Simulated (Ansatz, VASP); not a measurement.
**Cross-check of Al35CuN36 (Cu_Al) between VASP and Ansatz**

One calculation is typed for both programs; each brings its own data sets. How far apart do they land? The cell is taken from a series of runs on this material, whose earlier steps may have relaxed, scaled, displaced or heated it; both programs get it as it stands.

Method: plane waves, with VASP 6.6.1 beside it; r2SCAN, in Ansatz 0.2.0.

## 1. Starting point

The cell holds 72 atoms: 35 Al, 36 N and 1 Cu. Cell: a = 9.320 Å, b = 9.320 Å, c = 9.956 Å, α = 90.0°, β = 90.0°, γ = 120.0°. It derives from AlN (AlN (P6_3mc)). Nearest the centre at fractional (0.444, 0.556, 0.500): Cu72 at 0.10 Å, N52 at 2.03 Å, N40 at 2.05 Å, N56 at 2.05 Å, N55 at 2.14 Å, Al17 at 3.05 Å, Al5 at 3.05 Å, Al7 at 3.05 Å. The cell carries charge −2.

Structure file:

```xyz
72
Lattice="9.3196 0.0000 0.0000 -4.6598 8.0710 0.0000 0.0000 0.0000 9.9565" Properties=species:S:1:pos:R:3 pbc="T T T"
Al    1.5540    0.9039    2.4858
Al    0.0058    1.8270    4.9618
Al    1.5540    0.9078    7.4490
Al   -0.0038    1.7958    9.9499
Al    0.0111    3.5959    2.4946
Al   -1.5231    4.4768    4.9618
Al    0.0101    3.5961    7.4569
Al   -1.5570    4.4853    9.9505
Al   -1.5496    6.2792    2.4859
Al   -3.1063    7.1779    4.9649
Al   -1.5466    6.2773    7.4487
Al   -3.1064    7.1781    9.9469
Al    4.6536    0.8962    2.5061
Al    3.1002    1.8298    4.9609
Al    4.6589    0.8994    7.4463
Al    3.1111    1.7956    9.9508
Al    3.0963    3.5967    2.4964
Al    3.0981    3.5955    7.4570
Al    1.5535    4.4877    9.8873
Al    1.5547    6.2694    2.4940
Al    0.0248    7.1572    4.9618
Al    1.5539    6.2696    7.4567
Al    0.0004    7.1827    9.9504
Al    7.7735    0.8967    2.5053
Al    6.2133    1.7973    4.9550
Al    7.7683    0.8995    7.4467
Al    6.2133    1.7974    9.9531
Al    6.2138    3.5986    2.5062
Al    4.6280    4.4770    4.9610
Al    6.2133    3.5922    7.4464
Al    4.6635    4.4847    9.9507
Al    4.6573    6.2789    2.4855
Al    3.0840    7.1584    4.9617
Al    4.6539    6.2770    7.4491
Al    3.1063    7.1825    9.9497
N     1.5515    0.8941    4.3788
N     0.0056    1.7823    1.8745
N     1.5515    0.8994    9.3495
N     0.0010    1.7922    6.8745
N    -0.1256    3.5169    4.3144
N    -1.5603    4.4951    1.8756
N    -0.0311    3.5758    9.3728
N    -1.5548    4.4861    6.8737
N    -1.5617    6.2860    4.3790
N    -3.1036    7.1764    1.8855
N    -1.5576    6.2840    9.3491
N    -3.1040    7.1765    6.8687
N     4.6462    0.8955    4.3937
N     3.1070    1.7827    1.8756
N     4.6611    0.9038    9.3496
N     3.1109    1.7924    6.8729
N     3.2212    3.5245    4.3167
N     1.5564    4.4861    1.8380
N     3.1332    3.5755    9.3722
N     1.5563    4.4855    7.1119
N     1.5549    6.4276    4.3137
N    -0.0098    7.1807    1.8756
N     1.5510    6.3160    9.3727
N     0.0005    7.1797    6.8738
N     7.7737    0.8965    4.3917
N     6.2155    1.7960    1.8968
N     7.7613    0.9037    9.3494
N     6.2157    1.7957    6.8653
N     6.2103    3.6053    4.3939
N     4.6728    4.4945    1.8756
N     6.2110    3.5884    9.3496
N     4.6660    4.4866    6.8731
N     4.6647    6.2860    4.3785
N     3.1225    7.1810    1.8743
N     4.6601    6.2833    9.3495
N     3.1115    7.1799    6.8744
Cu    1.5353    4.5000    5.0666
```

## 2. Ansatz: single point, r2SCAN

Ansatz runs on its PAW soft_1 files.

With cell and atoms fixed, the geometry can't cause a difference; cores, projectors, grids and the points listed under the comparison can.

File input.yaml:

```yaml
crystal:
  checkpoint: "../qm2.relax.run"
  host: checkpoint
total_charge: -2
basis:
  ecutwfc: 500
  xc_grid: 2
hamiltonian:
  xc: r2scan
  pseudopotentials: { kind: paw, azcp: { folder: soft_1 } }
kpoints:
  mp_grid: { grid: [2, 2, 2], shift: [0.5, 0.5, 0.5] }
scf:
  occupations: { method: fermi_dirac, width: 0.01 }
  max_iter: 60
output:
  forces: true
  eigenvalues: true
  charged_corrections:
    epsilon: [4.49, 4.49, 4.72]
    static_epsilon: [8.15, 8.15, 9.65]
    defect_position: [0.444444, 0.555556, 0.499602]
  eigenstates: { localisation: true }
  populations: true
checkpoint:
  read: "../qm2.relax.run"
  write: "../qm2.point.run"
  compress: false
  write_wavefunctions: false
  write_every: 100000
```

Run with:

```
ansatz run input.yaml --threads 4 --pin off --max-ram 15073MiB --backend cpu --events-out ev --progress --plain --runs-dir out
```

Numbers of over 12 decimals in the logs are rounded to 6 here.

Log:

```text
crystal.checkpoint: the structure is that of <dir>, a `relax` run, at its step 7: its result, under r2scan at a charge of -2 e; 72 atoms read, 0 with a starting moment; crystal.structure_sha256 for this input is
Engine: ansatz 0.2.0, x86_64-unknown-linux-gnu
Pseudopotentials: kind: paw
Pseudopotential: Al, paw, valence charge 3, recommended cutoff 500 eV (meta_gga), soft_1/Al.paw.azcp
Pseudopotential: N, paw, valence charge 5, recommended cutoff 500 eV (meta_gga), soft_1/N.paw.azcp
Pseudopotential: Cu, paw, valence charge 19, recommended cutoff 500 eV (meta_gga), soft_1/Cu.paw.azcp
Functional definition: r2SCAN
  parameter k0 = 0.174
  parameter k1 = 0.065
  parameter a1 = 4.9479
  exchange = r2scan_x(k0 = k0, k1 = k1, a1 = a1)
  correlation = r2scan_c
Crystal: 72 atoms, lattice volume = 748.907 Å³
Basis set: ecut = 500 eV, 18913 PW (Γ), exchange–correlation on 144×144×150 points (8 copies of the dense FFT grid, shifted against one another)
Bands: 225, of which v1, the nominal top of the filled ones, is band 153 counted from 1 (152 counted from 0)
Symmetry: 1 space group operations
Space group: P1 (ITA 1), of the structure as read, at distance tolerance 9.1e-5 Å
k-points: 4 of 8 (time reversal used)
Non-local potential: Al, projectors of the file, l = 0: 2, l = 1: 2, l = 2: 1
Non-local potential: N, projectors of the file, l = 0: 2, l = 1: 2, l = 2: 1
Non-local potential: Cu, projectors of the file, l = 0: 3, l = 1: 2, l = 2: 3, l = 3: 1
PAW form: soft (Blöchl's): semilocal exchange-correlation on the pseudo side does not see the compensation charge
PAW frozen core: Al, regenerated for the run's functional (the file was generated under x = pbe(κ = 0.804, μ = 0.219515), c = pbe(β = 0.066725))
PAW frozen core: N, regenerated for the run's functional (the file was generated under x = pbe(κ = 0.804, μ = 0.219515), c = pbe(β = 0.066725))
PAW frozen core: Cu, regenerated for the run's functional (the file was generated under x = pbe(κ = 0.804, μ = 0.219515), c = pbe(β = 0.066725))
PAW one-centre angular grid: Al, 302 points (default); XC on 160 Gauss nodes
PAW one-centre angular grid: N, 302 points (default); XC on 160 Gauss nodes
PAW one-centre angular grid: Cu, 590 points (default); XC on 160 Gauss nodes
Initial density: read from a saved state, or passed on in memory by an earlier SCF of this step, an earlier step, the calling program or the single point that the run made first
Stability of the state it starts from, as read at its close in the unpolarized treatment: not read negative (Ritz values of 1 − χ₀K, real part plus size of imaginary part, from 1.0 to 1.5, by its mixing steps under no symmetry)
Initial wavefunctions: pseudopotential atomic-orbital guess — the wavefunctions supplied were not used: k-point sampling differs
Functional: x = r2scan, c = r2scan; τ floored in thin density (d = 2e-4 eV/Å³)
iter 1 solved again at ethr=4.54e-6 eV; its pass at ethr=3.10e-3 eV (dr2=1.39e-2 eV) is discarded
SCF iter   1: F=—  HF=-39492.589767 eV  |F-HF|=—  |Δ(HF+E_count)|=         —  Δρ=1.56e-3  dr2=1.17e-2  dr2_τ=9.23e-4  ethr=4.54e-6  ⟨swp⟩=8.5  Hψ=6464  notcnv=0
preconditioner: auto → Resta (q_TF=auto, 2.350 Å⁻¹)  ε∞=3.8  [insulator: Δε(μ)=2.960 eV  Ē_g=13.963 eV  σ=0.010 eV  W_gap=1.00  n_scr=162 (ndim 8)  ℏωp=23.4 eV  f_vac=0.000  D(μ)=0.00/eV (n_scr^D=0)  ε∞_Penn≈3.8]
SCF iter   2: F=—  HF=-39492.588989 eV  |F-HF|=—  |Δ(HF+E_count)|=   7.78e-4  Δρ=7.62e-4  dr2=1.85e-3  dr2_τ=2.11e-4  ethr=3.84e-6  ⟨swp⟩=2.0  Hψ=1632  notcnv=0
SCF iter   3: F=—  HF=-39492.589554 eV  |F-HF|=—  |Δ(HF+E_count)|=   5.65e-4  Δρ=2.84e-4  dr2=3.40e-4  dr2_τ=2.28e-5  ethr=6.05e-7  ⟨swp⟩=1.0  Hψ=900  notcnv=0
SCF iter   4: F=—  HF=-39492.589722 eV  |F-HF|=—  |Δ(HF+E_count)|=   1.68e-4  Δρ=1.93e-4  dr2=1.78e-4  dr2_τ=2.37e-6  ethr=1.11e-7  ⟨swp⟩=2.0  Hψ=1512  notcnv=0
SCF iter   5: F=—  HF=-39492.589686 eV  |F-HF|=—  |Δ(HF+E_count)|=   3.60e-5  Δρ=4.83e-5  dr2=1.02e-5  dr2_τ=2.83e-7  ethr=5.81e-8  ⟨swp⟩=2.0  Hψ=1512  notcnv=0
SCF iter   6: F=—  HF=-39492.589192 eV  |F-HF|=—  |Δ(HF+E_count)|=   4.95e-4  Δρ=1.05e-5  dr2=6.15e-7  dr2_τ=9.03e-8  ethr=3.32e-9  ⟨swp⟩=2.0  Hψ=1512  notcnv=0
SCF iter   7: F=-39492.589192 eV  HF=-39492.589192 eV  |F-HF|=1.69e-8  |Δ(HF+E_count)|=   4.08e-8  Δρ=3.00e-6  dr2=4.74e-8  dr2_τ=3.87e-9  ethr=3.27e-11  ⟨swp⟩=7.0  Hψ=3267  notcnv=0
SCF 1 converged in 7 iterations: F = -39492.589192 eV  dr2 = 4.74e-8
  greatest PAW one-centre occupation: 1.002 electrons in one spin orbital (limit 2), on the Cu atom at site 33 (counted from 0), in its partial waves of l = 0
SCF converged after 7 iterations
Free energy (F): -39492.589192 eV
Harris-Foulkes:  -39492.589192 eV  (|F-HF|=1.69e-8)
Internal energy: -39492.589192 eV  (E = F + TS)
E sigma→0 (E₀):  -39492.589192 eV
Fermi energy:    11.018646 eV
--- Per-component energies (eV) ---
  E_band       = -48.175505
[...]
k-point 1: bands = [... 149 lower, 8.9029, 9.4054, 9.4718, 9.5204, 12.9014, 12.9530, 13.0643, 13.1634, ... 68 higher]
  k-point 2: bands = [... 149 lower, 8.8912, 9.4543, 9.5179, 9.5331, 12.4995, 12.8155, 13.0797, 13.0967, ... 68 higher]
  k-point 3: bands = [... 149 lower, 8.8905, 9.4524, 9.5179, 9.5346, 12.4997, 12.8463, 13.0807, 13.0927, ... 68 higher]
--- Löwdin populations: 72 sites ---
  site symbol       q [e]
     0     Al      1.8830
     1     Al      1.9033
     2      N      6.0831
     3      N      6.0812
     4     Al      1.8806
     5     Al      1.8821
     6      N      6.0800
     7      N      6.0814
     8     Al      1.8967
     9     Al      1.9053
    10      N      6.1362
    11      N      6.0809
    12     Al      1.8972
    13     Al      1.8822
    14      N      6.0882
    15      N      6.0813
    16     Al      1.8831
    17     Al      1.8804
    18      N      6.0830
    19      N      6.0790
    20     Al      1.8807
    21     Al      1.8820
    22      N      6.0800
    23      N      6.0796
[...]
64     Al      1.8830
    65     Al      1.9035
    66      N      6.0831
    67      N      6.0812
    68     Al      1.8807
    69     Al      1.8822
    70      N      6.0800
    71      N      6.0813
  spilling = 0.008549 (of n_electrons = 306.000000)
```

## 3. VASP: single point, r2SCAN

The same cell, functional, mesh and smearing now go to VASP, with its own data sets.

Lines of VASP's logs that name or quote its potential files are left out, and so is its time.

File INCAR:

```
SYSTEM = Al35CuN36
PREC = Accurate
ENCUT = 580
EDIFF = 1E-06
NELM = 120
ISMEAR = -1
SIGMA = 0.01
LREAL = Auto
ALGO = Normal
METAGGA = R2SCAN
LASPH = .TRUE.
NELECT = 298
NBANDS = 200
LORBIT = 11
LWAVE = .FALSE.
LCHARG = .FALSE.
ISIF = 2
ISYM = 0
GGA_COMPAT = .FALSE.
EFERMI = MIDGAP
LMIXTAU = .TRUE.
KPAR = 4
```

File POSCAR:

```
Al35CuN36
1.0
    9.3195655359      0.0000000860      0.0000000000
   -4.6597828424      8.0709804634      0.0000000000
    0.0000000000      0.0000000000      9.9564777190
Al N Cu
35 36 1
Direct
    0.2227397765      0.1119908692      0.2496641028
    0.1138045503      0.2263691233      0.4983538877
    0.2229900101      0.1124819188      0.7481607066
    0.1108415785      0.2224961931      0.9993387002
    0.2239584543      0.4455403301      0.2505514545
    0.1139134371      0.5546802542      0.4983525401
    0.2238639676      0.4455545915      0.7489496879
    0.1108038207      0.5557335380      0.9994026479
    0.2227285716      0.7779970836      0.2496780054
    0.1113632966      0.8893511661      0.4986625133
    0.2229309049      0.7777581551      0.7481234478
    0.1113677397      0.8893737747      0.9990333448
    0.5548571616      0.1110352348      0.2517051528
    0.4460154517      0.2267122935      0.4982572161
    0.5556275937      0.1114407509      0.7478891554
    0.4450604675      0.2224816435      0.9994283200
    0.5550598538      0.4456380551      0.2507305028
    0.5551766505      0.4454852855      0.7489597837
    0.4447084502      0.5560309564      0.9930498826
    0.5552109204      0.7767865573      0.2504918400
    0.4460476783      0.8867777703      0.4983472773
    0.5551349250      0.7768063284      0.7489343431
    0.4450145018      0.8899453880      0.9993893449
    0.8896535503      0.1110964974      0.2516241939
    0.7780344066      0.2226874853      0.4976659998
    0.8892701236      0.1114462950      0.7479291893
    0.7780467188      0.2226999010      0.9996578850
    0.8896835737      0.4458668520      0.2517166213
    0.7739442812      0.5547086762      0.4982661798
    0.8892368323      0.4450760600      0.7478945882
    0.7782284017      0.5556524858      0.9994157533
    0.8887215027      0.7779653553      0.2496400741
    0.7743839824      0.8869361068      0.4983398391
    0.8882276586      0.7777240308      0.7481697611
    0.7782644983      0.8899165700      0.9993173716
    0.2218703623      0.1107746660      0.4397920387
    0.1110169123      0.2208331623      0.1882705618
    0.2222000587      0.1114394632      0.9390349059
    0.1111362593      0.2220531326      0.6904551723
    0.2043989096      0.4357484440      0.4333307092
    0.1110480218      0.5569459916      0.1883809109
    0.2181842670      0.4430492234      0.9413779943
    0.1110806203      0.5558317214      0.6903733708
    0.2218550962      0.7788452559      0.4398105363
    0.1115635038      0.8891615959      0.1893756512
    0.2221616369      0.7785879986      0.9389991385
    0.1115272254      0.8891763184      0.6898749039
    0.5540132638      0.1109494204      0.4412924800
    0.4438236492      0.2208808030      0.1883843944
    0.5561263857      0.1119783666      0.9390464364
    0.4448383799      0.2220771335      0.6902967758
    0.5639829122      0.4366833089      0.4335571290
    0.4449156148      0.5558264704      0.1846076653
    0.5576987217      0.4430058603      0.9413159044
    0.4448758772      0.5557561419      0.7142966130
    0.5650274043      0.7963779577      0.4332582081
    0.4438007106      0.8896942810      0.1883772618
    0.5576965608      0.7825546171      0.9413685140
    0.4448368778      0.8895748109      0.6903796980
    0.8896662334      0.1110795361      0.4410851217
    0.7781989400      0.2225275194      0.1905132984
    0.8887831987      0.1119639149      0.9390308503
    0.7781968071      0.2224924630      0.6895359940
    0.8897222127      0.4467033547      0.4413095520
    0.7798345879      0.5568744602      0.1883761064
    0.8887469920      0.4446036247      0.9390488697
    0.7786082577      0.5558891252      0.6903157333
    0.8899472029      0.7788426568      0.4397664174
    0.7799179523      0.8897347491      0.1882444025
    0.8892815230      0.7785047073      0.9390365928
    0.7786699398      0.8895979983      0.6904462614
    0.4435188324      0.5575558479      0.5088784550
```

File KPOINTS:

```
Points of the shifted mesh
8
Reciprocal
 0.2500000000  0.2500000000  0.2500000000 1
 0.2500000000  0.2500000000  0.7500000000 1
 0.2500000000  0.7500000000  0.2500000000 1
 0.2500000000  0.7500000000  0.7500000000 1
 0.7500000000  0.2500000000  0.2500000000 1
 0.7500000000  0.2500000000  0.7500000000 1
 0.7500000000  0.7500000000  0.2500000000 1
 0.7500000000  0.7500000000  0.7500000000 1
```

The projector-augmented-wave data sets are Al, N and Cu (PBE family, release 64).

Run with:

```
mpirun -np 8 vasp_std
```

Log:

```text
[banner, memory and clock lines left out]
running    8 mpi-ranks, on    1 nodes
[...]
|                                                                             |
|           W    W    AA    RRRRR   N    N  II  N    N   GGGG   !!!           |
|           W    W   A  A   R    R  NN   N  II  NN   N  G    G  !!!           |
|           W    W  A    A  R    R  N N  N  II  N N  N  G       !!!           |
|           W WW W  AAAAAA  RRRRR   N  N N  II  N  N N  G  GGG   !            |
|           WW  WW  A    A  R   R   N   NN  II  N   NN  G    G                |
|           W    W  A    A  R    R  N    N  II  N    N   GGGG   !!!           |
|                                                                             |
|     For optimal performance we recommend to set                             |
|       NCORE = 2 up to number-of-cores-per-socket                            |
|     NCORE specifies how many cores store one orbital (NPAR=cpu/NCORE).      |
|     This setting can greatly improve the performance of VASP for DFT.       |
[...]
DAV:   5    -0.836671771652E+03   -0.13009E+00   -0.12955E+00  3752   0.276E+00BRMIX: very serious problems
 the old and the new charge density differ
 old charge density:   296.00000 new  298.00000
BRMIX: very serious problems
 the old and the new charge density differ
 old charge density:   296.00000 new  298.00000
BRMIX: very serious problems
 the old and the new charge density differ
 old charge density:   296.00000 new  298.00000
BRMIX: very serious problems
 the old and the new charge density differ
 old charge density:   296.00000 new  298.00000
    0.551E+01
DAV:   6    -0.705385058335E+03    0.13129E+03   -0.35999E+02  4680   0.519E+01    0.260E+01
DAV:   7    -0.674748556334E+03    0.30637E+02   -0.41465E+01  4800   0.104E+02    0.155E+01
DAV:   8    -0.672825649612E+03    0.19229E+01   -0.11399E+01  5016   0.151E+01    0.864E+00
DAV:   9    -0.671453321764E+03    0.13723E+01   -0.49402E+00  4880   0.170E+01    0.170E+00
[...]
DAV:  28    -0.674813332351E+03   -0.17093E-04   -0.86710E-05  4408   0.232E-02    0.298E-02
DAV:  29    -0.674813344108E+03   -0.11758E-04   -0.15558E-05  4296   0.112E-02    0.122E-02
DAV:  30    -0.674813345098E+03   -0.98928E-06   -0.24015E-06  2584   0.530E-03
   1 F= -.67481335E+03 E0= -.67481335E+03  d E =0.000000E+00
```

Parts of OUTCAR (step 3):

```text
 POSITION                                       TOTAL-FORCE (eV/Angst)
 -----------------------------------------------------------------------------------
      1.55398      0.90388      2.48578         0.025959     -0.016541     -0.030138
      0.00578      1.82702      4.96185        -0.029922     -0.002413     -0.019664
      1.55403      0.90784      7.44905         0.028887     -0.019336     -0.016427
     -0.00379      1.79576      9.94989        -0.028555      0.012125     -0.026681
      0.01107      3.59595      2.49461         0.016799     -0.012198     -0.015066
     -1.52307      4.47681      4.96184        -0.029193      0.011474     -0.024414
      0.01013      3.59606      7.45690         0.024864     -0.006306     -0.017092
     -1.55695      4.48531      9.95053        -0.031724      0.014550     -0.027648
     -1.54956      6.27920      2.48591         0.029250     -0.015449     -0.026355
     -3.10633      7.17794      4.96492        -0.020134      0.012206     -0.021366
     -1.54656      6.27727      7.44867         0.030969     -0.018222     -0.017550
     -3.10639      7.17812      9.94685        -0.027030      0.014794     -0.025746
      4.65363      0.89616      2.50610         0.023832     -0.015452     -0.017617
      3.10024      1.82979      4.96089        -0.015450      0.015561     -0.025544
[...]
-----------------------------------------------------------------------------------
    total drift:                                0.002994     -0.007535     -0.277333

  FREE ENERGIE OF THE ION-ELECTRON SYSTEM (eV)
  ---------------------------------------------------
  free  energy   TOTEN  =      -674.8133450977 eV

  energy  without entropy=     -674.8133450977  energy(sigma->0) =     -674.81334510
```

This run has no spin polarisation, so a moment on Cu, if there is one, isn't seen.

## 4. Comparison

Known differences besides the potentials themselves: VASP keeps PBE cores, Ansatz makes them for the functional; the cutoff is 500 eV in Ansatz and 580 eV in VASP (PREC = Accurate, projectors in real space). Total energies have different zeros and are not compared.

The two programs side by side:

```csv
quantity,Ansatz,VASP,difference
gap on the k mesh (eV),2.965,3.006,-0.041
```

Forces on 7 of the 72 atoms, those with the largest forces and the largest differences (eV/Å; atoms numbered as in POSCAR):

```csv
atom,"Ansatz x, y, z","VASP x, y, z"
N44,"0.050, -0.027, 0.017","0.052, -0.027, 0.021"
N52,"0.068, -0.038, 0.023","0.085, -0.049, 0.020"
N53,"-0.045, 0.024, 0.022","-0.045, 0.025, 0.025"
N54,"0.047, -0.027, 0.031","0.047, -0.027, 0.027"
N55,"-0.049, 0.033, 0.073","-0.049, 0.034, 0.099"
N56,"-0.014, 0.027, -0.020","-0.014, 0.047, -0.024"
N60,"0.073, -0.042, 0.054","0.076, -0.044, 0.059"
```

The forces differ by 4.2 meV/Å r.m.s., which is 15.0 % of the r.m.s. force of 0.028 eV/Å (both taken over all components). A gap on the mesh is an upper bound, since the band edges may lie between its points. The cell carries a charge of -2 e against a uniform background, so its pressure also hangs on how the neutralising background is counted, and in a defect's cell a gap may be the spacing between its levels.

## 5. What came out

```
difference in gap on the k mesh (single point, r2SCAN) : -0.041 eV
```

**Reading.** The difference in gap on the k mesh is -0.041 eV (single point, r2SCAN), within the 0.08 eV picked in this series as the mark of a large difference. The data sets hold unlike numbers of valence electrons (306 in Ansatz and 298 in VASP), so part of the differences may come from the potentials. Such differences can come from data sets, numerical settings and the points named under the comparisons, not from the functional's error against experiment.

[Lines on the potential files, build, host, timing and source positions are cut from VASP's logs without a mark.]

[Logs are printed without paths, hosts, clocks, repeated set-up lines and the standing remarks that a program may print on its own settings, such as how far it seeks lower states.]

[Hosts, paths, dates, database ids (printed as entryN), source tags and the programs' standing remarks are cut or masked in the printed files.]
